**No shell break in 24 two-electron cores**

No row shows a break that calls for a physical cause: from Ni²⁵⁺ to Te⁴⁹⁺ both polarisabilities of the 1s² core fall smoothly, a little faster than simple scaling says. Measured against a smooth curve, a few small steps do exceed the rounding. The largest in the unrounded results, between Ge²⁹⁺ and As³⁰⁺ in the quadrupole column, is about 0.09 % of the value. Its likely origin is the numerics, though no run tests this.

B-spline many-body code 1: static dipole and quadrupole polarisabilities of the closed 1s² core in three-electron ions, from the random-phase approximation (RPA) on a frozen-core Dirac-Hartree-Fock core, with the no-pair Dirac-Coulomb Hamiltonian and a B-spline basis. Species and charge refer to the whole ion.

| species | Z | charge (e) | core polarisability (bohr³) | core quadrupole polarisability (bohr⁵) |
| --- | --- | --- | --- | --- |
| Ni25+ | 28 | 25 | 1.477e-05 | 6.459e-08 |
| Cu26+ | 29 | 26 | 1.277e-05 | 5.191e-08 |
| Zn27+ | 30 | 27 | 1.110e-05 | 4.202e-08 |
| Ga28+ | 31 | 28 | 9.685e-06 | 3.423e-08 |
| Ge29+ | 32 | 29 | 8.486e-06 | 2.807e-08 |
| As30+ | 33 | 30 | 7.465e-06 | 2.317e-08 |
| Se31+ | 34 | 31 | 6.590e-06 | 1.922e-08 |
| Br32+ | 35 | 32 | 5.837e-06 | 1.603e-08 |
| Kr33+ | 36 | 33 | 5.190e-06 | 1.343e-08 |
| Rb34+ | 37 | 34 | 4.627e-06 | 1.130e-08 |
| Sr35+ | 38 | 35 | 4.136e-06 | 9.549e-09 |
| Zr37+ | 40 | 37 | 3.332e-06 | 6.909e-09 |
| Nb38+ | 41 | 38 | 3.001e-06 | 5.908e-09 |
| Mo39+ | 42 | 39 | 2.710e-06 | 5.070e-09 |
| Tc40+ | 43 | 40 | 2.453e-06 | 4.365e-09 |
| Ru41+ | 44 | 41 | 2.224e-06 | 3.769e-09 |
| Rh42+ | 45 | 42 | 2.021e-06 | 3.264e-09 |
| Pd43+ | 46 | 43 | 1.839e-06 | 2.835e-09 |
| Ag44+ | 47 | 44 | 1.677e-06 | 2.469e-09 |
| Cd45+ | 48 | 45 | 1.532e-06 | 2.158e-09 |
| In46+ | 49 | 46 | 1.401e-06 | 1.889e-09 |
| Sn47+ | 50 | 47 | 1.284e-06 | 1.657e-09 |
| Sb48+ | 51 | 48 | 1.178e-06 | 1.457e-09 |
| Te49+ | 52 | 49 | 1.083e-06 | 1.284e-09 |

**What is being polarised**

Both columns describe the closed 1s² core, not the whole three-electron ion. The species and charge columns name that ion; the core alone carries one positive charge more. The core values are the static response of the Dirac-Hartree-Fock core in the random-phase approximation (RPA). The same runs also treat the third electron, with Brueckner orbitals, and give the polarisabilities of its states. The dipole polarisability says how easily a uniform electric field shifts the two electrons against the nucleus. The quadrupole polarisability says how easily a field gradient stretches their cloud. From one row to the next the nucleus gains charge, while the core keeps the same two electrons in the same shell. The cloud therefore shrinks and stiffens by degrees, and nothing in its structure changes abruptly.

**Why the fall is so steep**

A static polarisability is, roughly, the square of a transition moment divided by an excitation energy. In a 1s² core lengths shrink as $1/Z$, where $Z$ is the nuclear charge, and excitation energies grow as $Z^2$. The dipole moment goes with one power of length, so the dipole polarisability falls as $Z^{-2}/Z^{2}=Z^{-4}$. The quadrupole moment goes with length squared, which gives $Z^{-4}/Z^{2}=Z^{-6}$. For two independent, non-relativistic 1s electrons the full laws are $9/Z^4$ bohr³ and $30/Z^6$ bohr⁵.

The computed columns are slightly steeper, with mean exponents of −4.22 and −6.33 over the series. Theory supplies two smooth corrections. The first is screening: each electron hides a small part of the nucleus from the other, so the cloud is larger and softer than the bare charge would make it. The hidden part is nearly constant, and its relative effect fades as $1/Z$.

The second correction is relativity. A 1s electron moves at about $\alpha Z$ times the speed of light, with $\alpha\approx 1/137$ the fine-structure constant. This contracts the orbital and binds it more tightly, so the core becomes harder to polarise. The relative effect grows as $(\alpha Z)^2$.

The two corrections oppose each other in size but work together in slope. Screening raises the polarisability by a share that shrinks along the series, and relativity lowers it by a share that grows. Each change makes the fall steeper, and each is gradual. That is why the trend bends gently and has no physical reason to jump.

**Ni²⁵⁺ and Te⁴⁹⁺ compared**

At Ni²⁵⁺ the dipole polarisability is only 0.9 % above $9/Z^4$. This near-agreement does not mean that the corrections are negligible. The simple formula below puts screening at about +5 % and relativity at about −4 %, so they almost cancel. At Te⁴⁹⁺ relativity has won, and the computed value lies 12 % below the hydrogenic law.

For the dipole column both effects fit into one formula without adjusted constants:

$$
P_1\approx\frac{9}{(Z-5/16)^4}\left[1-\frac{28}{27}(\alpha Z)^2\right].
$$

Here $P_1$ is the dipole polarisability in bohr³. The charge $Z-5/16$ is the one that minimises the energy of a simple two-electron wave function. The bracket holds the leading relativistic correction for a hydrogen-like 1s electron.

For Te⁴⁹⁺, with $Z=52$, the estimate runs as follows:

- The hydrogenic law gives $9/52^4=1.231\times10^{-6}$ bohr³.
- Screening multiplies this by $(52/51.69)^4=1.024$.
- Relativity multiplies it by $1-(28/27)(52/137)^2=0.851$.
- The product is $1.07\times10^{-6}$ bohr³, against $1.083\times10^{-6}$ in the table.

The estimate is about 1 % below the computed value, and no row was used to adjust it. Over the whole series the formula stays low by 0.7 to 1.0 %. A plausible reason is that 5/16 is the best screening for the energy, whereas a polarisability depends more on the outer part of the cloud, where screening is stronger. The formula also stops at the first relativistic term, which matters most at the heavy end.

**One more proton: Ag⁴⁴⁺ to Cd⁴⁵⁺**

The same reasoning predicts the change between neighbours. Near silver the local exponent is 4 from scaling, plus about 0.03 from fading screening, plus about 0.28 from growing relativity, or 4.3 in all. The dipole polarisability should then change by a factor $(47/48)^{4.3}=0.913$. The table gives $1.532/1.677=0.914$. To guess a neighbouring ion, a reader needs only this exponent, which rises slowly with $Z$.

**The steps that remain**

Finding breaks below 1 % takes a closer reference than the formula. For each column a smooth curve was therefore fitted to all 24 rows, with the hydrogenic law as its fixed limit and terms in $1/Z$, $(\alpha Z)^2$ and $(\alpha Z)^4$. Its coefficients can trade against each other, so they serve only to draw the curve. With the table's four-figure values, no row lies more than 0.07 % away from it; the output printed below lists every deviation.

Within that narrow band the quadrupole column has a faint sawtooth. From Ag⁴⁴⁺ to Cd⁴⁵⁺ the tabulated value rises by 0.09 % relative to the curve, while rounding in the two rows explains at most 0.04 %. After Cd⁴⁵⁺ the deviation drifts back down towards Te⁴⁹⁺. The real fall from Ag⁴⁴⁺ to Cd⁴⁵⁺ is about 13 %, so the step is a ripple on a steep slope.

Another step, from Sr³⁵⁺ to Zr³⁷⁺ (yttrium, between them, is absent), helps to judge the cause. There the quadrupole value rises by 0.055 % relative to its curve. If the 1s cloud had really swollen, the dipole value should have risen too, by roughly four sixths as much, or 0.037 %. It moves by only 0.003 %, and rounding of the dipole values could hide at most 0.027 %. If the rounding of the quadrupole values is counted as well, the mismatch could just be closed in the worst case, so this pair alone is only a hint.

Two more upward steps exceed the rounding. The quadrupole value rises by 0.056 % relative to its curve from Ge²⁹⁺ to As³⁰⁺, where the dipole value does not rise. Here rounding hides part of the step: the unrounded results put it at about 0.09 %, and the one from Ag⁴⁴⁺ to Cd⁴⁵⁺ at about 0.08 %. The step from germanium to arsenic is therefore the largest of the series, although the four-figure values rank it second. The dipole value rises by 0.044 % relative to its curve from Br³²⁺ to Kr³³⁺, where the quadrupole value does not rise.

Taken together, these mismatches speak against a change in the core itself and for some grain in the calculation, such as a basis or grid that adapts in discrete jumps. That remains a guess until the same ions are run with another basis. Until then the steps should not be read as properties of real ions. The Breit interaction between the electrons is also left out of the calculation. Its relative effect is of order $(\alpha Z)^2/Z$, some tenths of a per cent, and should vary smoothly with $Z$. It therefore limits the absolute accuracy of the values but would not explain the steps. A known weakness of these calculations is that cores with an outer s² shell are soft. The 1s² core is formally of this kind, but exciting it costs at least several thousand eV, so the weakness should matter little here; no run tests this.

**Where a real break would appear**

A real break would appear if the number of electrons changed, above all if a new shell were opened. The same runs show how large that break would be. With its third electron in 2s, the Ni²⁵⁺ ion has a dipole polarisability of 0.0107 bohr³. Its 1s² core has $1.477\times10^{-5}$ bohr³, about 700 times less. The 2s electron can be mixed with 2p at a cost of only 53 to 75 eV, whereas a 1s electron must be lifted out of its shell, which costs several thousand eV. The 2s cloud is also wider, so its transition moment to 2p is larger, and this adds to the contrast.

One added electron in a new shell thus changes the response by a factor of hundreds, while one added proton changes it by a modest percentage. The series adds only protons, so its cores never meet the event that would break the curve.

Printed output of the fit:

```
fit of de on 24 rows: coefficient of iz 1.479 +/- 0.0068, coefficient of x -1.068 +/- 0.0054, coefficient of x2 0.24 +/- 0.035; rms 0.000168, worst Br32+ 0.000396, leave-one-out rms 0.000193
fit of qe on 24 rows: coefficient of iz 2.835 +/- 0.012, coefficient of x -1.577 +/- 0.0092, coefficient of x2 0.9164 +/- 0.06; rms 0.000288, worst Ge29+ 0.00066, leave-one-out rms 0.000336
Ratios to hydrogenic law and deviations in per cent:
    row  dipole ratio  screening %  relativity %  unfitted formula less computed %  dipole computed less fit %  dipole rounding %  quadrupole ratio  quadrupole computed less fit %  quadrupole rounding %
  Ni25+         1.009        4.592         -4.33                           -0.8015                    0.005175            0.03385             1.038                         0.04801               0.007741
  Cu26+         1.004        4.429        -4.644                           -0.7736                    -0.01142            0.03915             1.029                         0.02617               0.009632
  Zn27+         0.999        4.277         -4.97                           -0.8061                     0.03168            0.04505             1.021                         0.00588                 0.0119
  Ga28+        0.9938        4.136        -5.307                           -0.7764                     0.01092           0.005163             1.013                        -0.05009                0.01461
  Ge29+        0.9887        4.004        -5.655                           -0.7554                   -0.002492           0.005892             1.005                         -0.0657                0.01781
  As30+        0.9837        3.879        -6.014                           -0.7456                   -0.005833           0.006698            0.9974                       -0.009373                0.02158
  Se31+        0.9785        3.763        -6.384                           -0.7266                    -0.01975           0.007587            0.9897                       -0.006993                0.02601
  Br32+        0.9732        3.653        -6.765                           -0.7021                    -0.04067           0.008566            0.9822                         0.02276                0.03119
  Kr33+        0.9686        3.549        -7.157                           -0.7433                    0.003345           0.009634            0.9745                         0.02033                0.03723
  Rb34+        0.9635        3.451         -7.56                           -0.7501                      0.0113            0.01081            0.9664                        -0.01003                0.04425
  Sr35+        0.9582        3.358        -7.974                           -0.7383                   -0.001067            0.01209            0.9584                        -0.03883               0.005236
  Zr37+        0.9478        3.187        -8.836                           -0.7462                    0.001513            0.01501            0.9433                         0.01637               0.007237
  Nb38+        0.9422        3.108        -9.283                           -0.7294                    -0.02063            0.01666            0.9355                         0.01505               0.008463
  Mo39+         0.937        3.032        -9.741                           -0.7482                   -0.008499            0.01845            0.9276                          0.0224               0.009862
  Tc40+        0.9318        2.961        -10.21                           -0.7876                     0.02249            0.02038            0.9198                         0.02507                0.01145
  Ru41+        0.9262        2.892        -10.69                            -0.786                     0.01037            0.02248            0.9116                        0.006253                0.01327
  Rh42+        0.9208        2.827        -11.18                           -0.8189                     0.03092            0.02474            0.9034                        -0.01521                0.01532
  Pd43+        0.9149        2.764        -11.69                           -0.8017                  -0.0009247            0.02719            0.8953                        -0.02598                0.01764
  Ag44+        0.9092        2.704         -12.2                           -0.8239                    0.004694            0.02982            0.8871                        -0.03914                0.02025
  Cd45+        0.9036        2.647        -12.72                           -0.8568                     0.01886            0.03264            0.8798                         0.04911                0.02317
  In46+        0.8974        2.592        -13.26                           -0.8351                    -0.02451            0.03569            0.8715                         0.04027                0.02647
  Sn47+        0.8917         2.54        -13.81                           -0.8788                    -0.00437            0.03894             0.863                        0.005019                0.03018
  Sb48+        0.8855        2.489        -14.36                           -0.8822                    -0.02764            0.04244            0.8546                        -0.01505                0.03432
  Te49+        0.8798         2.44        -14.93                           -0.9543                      0.0157            0.04617            0.8462                        -0.02832                0.03894
Mean exponent of Z for the dipole polarisability, Ni to Te: -4.221
Mean exponent of Z for the quadrupole polarisability, Ni to Te: -6.329
Quadrupole step against smooth fit, Ge to As (%): 0.05633
Quadrupole step against smooth fit, Sr to Zr (%): 0.0552
Quadrupole step against smooth fit, Ag to Cd (%): 0.08825
Dipole step against smooth fit, Br to Kr (%): 0.04402
```
